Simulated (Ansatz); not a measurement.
# BAs: one crystal by all-electron and frozen-core methods, part 2 of 2

Aim: solve BAs at one geometry with full-potential LAPW, frozen-core PAW and all-electron PAW on datasets made for the crystal, and see where they agree.

Ansatz 0.2.0; DFT LDA; a database cell (COD). «Crystal datasets» are all-electron PAW datasets made for this crystal. The steps go on from the part before.

## 3. Frozen-core PAW

Contents of input.yaml:

```yaml
crystal:
  lattice:
    - [0.0, 2.3885, 2.3885]
    - [2.3885, 0.0, 2.3885]
    - [2.3885, 2.3885, 0.0]
  atoms:
    - { symbol: B, position: [0.0, 0.0, 0.0] }
    - { symbol: As, position: [0.75, 0.75, 0.75] }
kpoints:
  mp_grid: { grid: [15, 15, 15] }
  band_path:
    path:
      - [0.0, 0.0, 0.0]
      - [-0.5, -0.5, 0.0]
      - [-0.375, -0.375, 0.25]
      - [-0.375, 0.0, 0.375]
      - [0.0, 0.0, 0.0]
      - [0.0, 0.0, 0.5]
      - [-0.5, -0.25, 0.25]
      - [-0.5, -0.5, 0.0]
    npoints: 14
scf:
  occupations: { method: fermi_dirac, width: 0.03 }
hamiltonian:
  xc: lda
  pseudopotentials: { kind: paw }
output:
  forces: true
  stress: true
  eigenvalues: true
  efg: { contact_densities: true }
  populations: true
  bader: true
  dos: { projected: true, de: 0.2, e_range: [-14, 8] }
  write_density: true
  write_potential: true
  elf: true
  volumetric_format: npy
```

Launch:

```console
> ansatz run input.yaml --threads 1 --pin off --max-ram 3072MiB --backend cpu --events-out ev --progress --plain --runs-dir out
```

Log:

```text
Engine: ansatz 0.2.0
Pseudopotentials: kind: paw
Pseudopotential: B, paw, valence charge 3, recommended cutoff 420 eV (normal)
Pseudopotential: As, paw, valence charge 15, recommended cutoff 420 eV (normal)
Functional definition: SPW92
  exchange = slater_x
  correlation = pw_c
Crystal: 2 atoms, lattice volume = 27.252 Å³
Basis set: ecut = 420 eV, 531 PW (Γ)
Bands: 13, of which v1, the nominal top of the filled ones, is band 9 counted from 1 (8 counted from 0)
Symmetry: 24 space group operations
Space group: F-43m (ITA 216), of the structure as read, at distance tolerance 3.0e-5 Å
k-points: 120 of 3375 (time reversal used)
Non-local potential: B, projectors of the file, l = 0: 2, l = 1: 2, l = 2: 1
Non-local potential: As, projectors of the file, l = 0: 2, l = 1: 2, l = 2: 3, l = 3: 1
PAW form: soft (Blöchl's): semilocal exchange-correlation on the pseudo side does not see the compensation charge
PAW frozen core: B, regenerated for the run's functional, and the local potential with it (the file was generated under x = pbe(κ = 0.804, μ = 0.2195149727645171), c = pbe(β = 0.06672455060314922))
PAW frozen core: As, regenerated for the run's functional, and the local potential with it (the file was generated under x = pbe(κ = 0.804, μ = 0.2195149727645171), c = pbe(β = 0.06672455060314922))
PAW one-centre angular grid: B, 110 points (default); XC on 64 Gauss nodes
PAW one-centre angular grid: As, 590 points (default); XC on 64 Gauss nodes
Initial density: superposition of atomic densities (neutral atoms: chi_scale 0, normalization atom), corrected by the library's trained network
Initial wavefunctions: pseudopotential atomic-orbital guess
Functional: x = slater, c = lda
SCF iter   1: F=—  HF=-4923.524285 eV  |F-HF|=—  |Δ(HF+E_count)|=         —  Δρ=7.15e-3  dr2=1.41e-2  ethr=1.77e-3  ⟨swp⟩=5.9  Hψ=8743  notcnv=0
preconditioner: auto → none  [insulator: Δε(μ)=1.124 eV  Ē_g=12.350 eV  σ=0.030 eV  W_gap=1.00  n_scr=8 (ndim 8)  ℏωp=20.1 eV  f_vac=0.001  D(μ)=0.00/eV (n_scr^D=0)  ε∞_Penn≈3.7]
SCF iter   2: F=—  HF=-4923.519911 eV  |F-HF|=—  |Δ(HF+E_count)|=   4.37e-3  Δρ=2.16e-3  dr2=7.41e-4  ethr=7.81e-5  ⟨swp⟩=2.0  Hψ=3059  notcnv=0
SCF iter   3: F=—  HF=-4923.519589 eV  |F-HF|=—  |Δ(HF+E_count)|=   3.22e-4  Δρ=1.05e-3  dr2=1.26e-4  ethr=4.12e-6  ⟨swp⟩=2.0  Hψ=3062  notcnv=0
SCF iter   4: F=—  HF=-4923.519566 eV  |F-HF|=—  |Δ(HF+E_count)|=   2.30e-5  Δρ=3.68e-4  dr2=1.42e-5  ethr=6.99e-7  ⟨swp⟩=1.0  Hψ=1560  notcnv=0
SCF iter   5: F=—  HF=-4923.519563 eV  |F-HF|=—  |Δ(HF+E_count)|=   2.99e-6  Δρ=5.90e-5  dr2=3.91e-7  ethr=7.90e-8  ⟨swp⟩=2.1  Hψ=2540  notcnv=0
SCF iter   6: F=-4923.519563 eV  HF=-4923.519563 eV  |F-HF|=2.40e-10  |Δ(HF+E_count)|=   7.65e-9  Δρ=4.78e-6  dr2=2.20e-9  ethr=5.56e-10  ⟨swp⟩=7.2  Hψ=7706  notcnv=0
SCF 1 converged in 6 iterations: F = -4923.519563 eV  dr2 = 2.20e-9
NSCF: frozen V_eff on 99 k-points
SCF converged after 6 iterations
Free energy (F): -4923.519563 eV
Harris-Foulkes:  -4923.519563 eV  (|F-HF|=2.40e-10)
Internal energy: -4923.519563 eV  (E = F + TS)
E sigma→0 (E₀):  -4923.519563 eV
Fermi energy:    11.395213 eV
--- Per-component energies (eV) ---
  E_band       = -216.246272
  E_kinetic    = 152.601692
  E_local      = -1703.035374  (includes V_loc(G=0)·N_el)
  E_nonlocal   = -651.990265
  E_hartree    = 941.438772
  E_xc         = -111.065766
  E_vxc        = -117.900223  (∫ρ·V_xc dr)
  E_paw        = -1827.814696  (= ΣΔE_a)
  E_vpaw       = 221.200051  (= ΣTr[D̂ρ^β])
  E_aug_tail   = 0.000008  (compensation charges beyond the density's cutoff)
  E_ewald      = -1725.774997
  E_core_change = 2.121064  (= ΣΔE_core)
  E_smearing   = -0.000000  (= −TS)
  E_closure    = 0.000000  (closes the sum)
  Σ components = -4923.519563   (vs F -4923.519563, Δ=0.00e0)
--- Forces (eV/Å), atoms counted from 1 ---
  atom   1  B     -0.00000000     0.00000000    -0.00000000
  atom   2  As    -0.00000000     0.00000000     0.00000000
  max |Σ_I F_I| component: 3.72e-16 eV/Å
--- Stress (GPa, compression-positive) ---
       -3.925346      -0.000000      -0.000000
       -0.000000      -3.925346       0.000000
       -0.000000       0.000000      -3.925346
  P = ⅓ Tr σ = -3.9253 GPa (-39.253 kbar)
--- PAW observables at the nuclei: V_zz in 10²¹ V/m², potentials from the cell's mean, atoms counted from 1 ---
  atom   1  B  V_zz =    +0.000000   η = 0.0000   by run symmetry: forbidden
            electrostatic potential = -326.694702 V   contact ρ = 475.552280 e/Å³
  atom   2  As V_zz =    -0.000000   η = 0.0000   by run symmetry: forbidden
            electrostatic potential = -4516.231476 V   contact ρ = 234335.193735 e/Å³
--- Band table (eV; the first three rows and the last of 120) ---
  k-point 0: bands = ["-25.0615", "-25.0615", "-25.0615", "-25.0385", "-25.0385", "-4.5510", "10.8404", "10.8404", "10.8404", "14.0937", "14.0937", "14.0937", "15.4872"]
  k-point 1: bands = ["-25.0613", "-25.0611", "-25.0611", "-25.0385", "-25.0385", "-4.4781", "10.1326", "10.6953", "10.6953", "14.2139", "14.2839", "14.2839", "15.9014"]
  k-point 2: bands = ["-25.0609", "-25.0602", "-25.0602", "-25.0385", "-25.0385", "-4.2610", "8.6885", "10.3558", "10.3558", "14.1788", "14.7302", "14.7302", "16.8954"]
  k-point 119: bands = ["-25.0582", "-25.0541", "-25.0461", "-25.0412", "-25.0355", "-0.3228", "2.9282", "5.1806", "5.9264", "15.6105", "16.7614", "17.6687", "18.2309"]
--- Löwdin populations: 2 sites ---
  site symbol       q [e]
     0      B      3.5645
     1     As     14.3988
  spilling = 0.002043 (of n_electrons = 18.000000)
--- Bader charges: 2 sites ---
  site symbol  charge [e]  shift [e]
     0      B      0.1563     0.0139
     1     As     -0.1563     0.0139
  estimated error of the sums over rays = 3.7e-4 e
```

Run time: 16 s. Hardware: 1 thread of Intel Xeon 6975P-C (Granite Rapids), shared host; peak memory 0.4 GiB.

Read from it: pressure -3.93 GPa; gap 1.13 eV, indirect from Γ to Γ–X.

```
atom  Bader charge (e)  basin volume (Å³)
  B1             +0.16               8.88
 As2             -0.16              18.37
```

The fields are shown in the conventional cell of this run's space group, carried over from its grid by interpolation.

Density in a lattice plane of the grid's cell (edges 4.78 and 4.78 Å, at 0.000 of the third edge), which holds B.

Ten even steps from '0' (0.04 e/Å³) to '9' (0.68 e/Å³):
```
689864211000000011246898
999754321000000012345799
777654321110001112345677
444443332211111223334444
223333333332223333333332
111223334444444443332211
001112345677777654321110
000012345799999754321000
000011246898689864211000
000001246995259964210000
000011246898689864211000
000012345799999754321000
001112345677777654321110
111223334444444443332211
223333333332223333333332
444443332211111223334444
777654321110001112345677
999754321000000012345799
689864211000000011246898
259964210000000001246995
```
Columns run along the first of these edges and rows up along the second, over one cell in 24 and 20 even steps from the bottom left corner. Atoms in the plane (fractional): B at (0.00, 0.00), B at (0.50, 0.50).

ELF in the same plane.

Ten even steps from '0' (0.00) to '9' (0.73):
```
014888632100000123689841
458998643110001134689985
789998654321112345689998
788887665443334456678888
556666666765556766666765
334456678888788887665443
112345689998789998654321
001134689985458998643110
000123688841014888632100
000013578620002687531000
000123689841014888632100
001134689985458998643110
112345689998789998654321
334456678888788887665443
556766666765556666666765
788887665443334456678888
789998654321112345689998
458998643110001134689985
014888632100000123688841
002687531000000013578620
```
Columns run along the first of these edges and rows up along the second, over one cell in 24 and 20 even steps from the bottom left corner. Atoms in the plane (fractional): B at (0.00, 0.00), B at (0.50, 0.50).

Both are smooth fields of the valence electrons: close to the nuclei they are not physical.

Outside the cores ELF peaks at 0.89 on the B–As line, 0.8 Å from B.

## 4. All-electron PAW on datasets made for the crystal

Changes to input.yaml since step 3:

```diff
@@ -20,3 +20,3 @@
       - [-0.5, -0.5, 0.0]
-    npoints: 14
+    npoints: 8
 scf:
@@ -25,3 +25,3 @@
   xc: lda
-  pseudopotentials: { kind: paw }
+  pseudopotentials: { kind: all_electron, datasets: crystal }
 output:
@@ -31,8 +31 @@
   efg: { contact_densities: true }
-  populations: true
-  bader: true
-  dos: { projected: true, de: 0.2, e_range: [-14, 8] }
-  write_density: true
-  write_potential: true
-  elf: true
-  volumetric_format: npy
```

Launch:

```console
> ansatz run input.yaml --threads 1 --pin off --max-ram 3072MiB --backend cpu --events-out ev --progress --plain --runs-dir out
```

Log, shortened:

```text
[...]
[... 1 set-up line as earlier in the session ...]
Pseudopotential: B, paw, valence charge 3, recommended cutoff 260 eV (normal), Koelling and Harmon's equation, gaussian nucleus
Pseudopotential: As, paw, valence charge 15, recommended cutoff 260 eV (normal), Koelling and Harmon's equation, gaussian nucleus
[... 1 set-up line as earlier in the session ...]
[...]
Crystal: 2 atoms, lattice volume = 27.252 Å³
Basis set: ecut = 260 eV, 259 PW (Γ)
Bands: 8, of which v1, the nominal top of the filled ones, is band 4 counted from 1 (3 counted from 0)
[... 2 set-up lines as earlier in the session ...]
k-points: 120 of 3375 (time reversal used)
[...]
SCF iter   1: F=—  HF=-62112.212947 eV  |F-HF|=—  |Δ(HF+E_count)|=         —  Δρ=7.53e-2  dr2=1.90e0  ethr=2.58e-2  ⟨swp⟩=3.0  Hψ=6233  notcnv=0
[...]
--- Forces (eV/Å), atoms counted from 1 ---
  atom   1  B     -0.00000000    -0.00000000    -0.00000000
  atom   2  As     0.00000000    -0.00000000    -0.00000000
[...]
--- Stress (GPa, compression-positive) ---
       -3.923824      -0.000000      -0.000000
       -0.000000      -3.923824       0.000000
       -0.000000       0.000000      -3.923824
  P = ⅓ Tr σ = -3.9238 GPa (-39.238 kbar)
  It holds what live shells' own plane waves past their cutoff add
--- PAW observables at the nuclei: V_zz in 10²¹ V/m², potentials from the cell's mean, atoms counted from 1 ---
  atom   1  B  V_zz =    -0.000000   η = 0.0000   by run symmetry: forbidden
            electrostatic potential = -324.759166 V   contact ρ = 475.584844 e/Å³
  atom   2  As V_zz =    +0.000000   η = 0.0000   by run symmetry: forbidden
            electrostatic potential = -4512.669082 V   contact ρ = 234402.325514 e/Å³
--- Band table (eV; the first three rows and the last of 120) ---
  k-point 0: bands = ["-3.9425", "11.4458", "11.4458", "11.4458", "14.7007", "14.7007"]
[...]
```

Wall time 7.6 s (1 thread of Intel Xeon 6975P-C (Granite Rapids), shared host); peak memory 0.47 GiB.

This run gives: pressure -3.92 GPa; gap 1.13 eV.

| atom | contact density (e/Å³) |
| --- | --- |
| B1 | 475.5848 |
| As2 | 234402.3 |

## 5. Comparison

Highest filled and lowest empty level at the labelled points (eV from each run's valence-band top):

```
point  LAPW top  LAPW bottom  PAW top  PAW bottom  crystal datasets top  crystal datasets bottom
    Γ      0.00         3.25     0.00        3.25                  0.00                     3.25
    X     -4.07         1.34    -4.07        1.34                 -4.07                     1.34
    U     -3.47         2.00    -3.48        1.99                 -3.47                     2.00
    K     -3.47         2.00    -3.48        1.99                 -3.47                     2.00
    Γ      0.00         3.25     0.00        3.25                  0.00                     3.25
    L     -1.81         2.68    -1.81        2.67                 -1.81                     2.68
    W     -5.20         5.20    -5.20        5.20                 -5.20                     5.20
    X     -4.07         1.34    -4.07        1.34                 -4.07                     1.34
```

```
          method  pressure (GPa)  gap (eV)  SCF cycles, all passes
            LAPW           -3.92      1.13                       7
             PAW           -3.93      1.13                       6
crystal datasets           -3.92      1.13                       7
```

## 6. Results

This closing draws on all 2 parts.

| quantity | value |
| --- | --- |
| pressure | LAPW -3.92, PAW -3.93, crystal datasets -3.92 GPa |
| gap (LAPW) | 1.13 eV, indirect from Γ to Γ–X |
| Bader charges (PAW) | B1 +0.16, As2 -0.16 e |
| highest ELF (PAW) | 0.89, 0.82 Å from B |

In words: The pressure of -3.9 GPa pushes the cell to shrink, with the atoms held in place. A gap opens: 1.13 eV, indirect from Γ to Γ–X. It is the Kohn-Sham gap of a semilocal functional, which mostly lies below the gap found in experiment. Measured gap of BAs: 1.82 eV (indirect; 300 K; “Basic Physical Properties of Cubic Boron Arsenide”, 2019, arxiv:1911.11281). This calculation gives 1.13 eV (-37.8 %). Semilocal functionals fall short of gaps. The calculation has no temperature and no excitons, and leaves out spin-orbit coupling. The top eV of the valence band is mostly B 2p (52 % of the projected weight). The projection holds only the free atom's occupied shells (B 2s, B 2p, As 4s, As 4p in this range). In pressure, PAW differs from LAPW by less than 0.01 GPa and less than 0.01 eV in the gap.
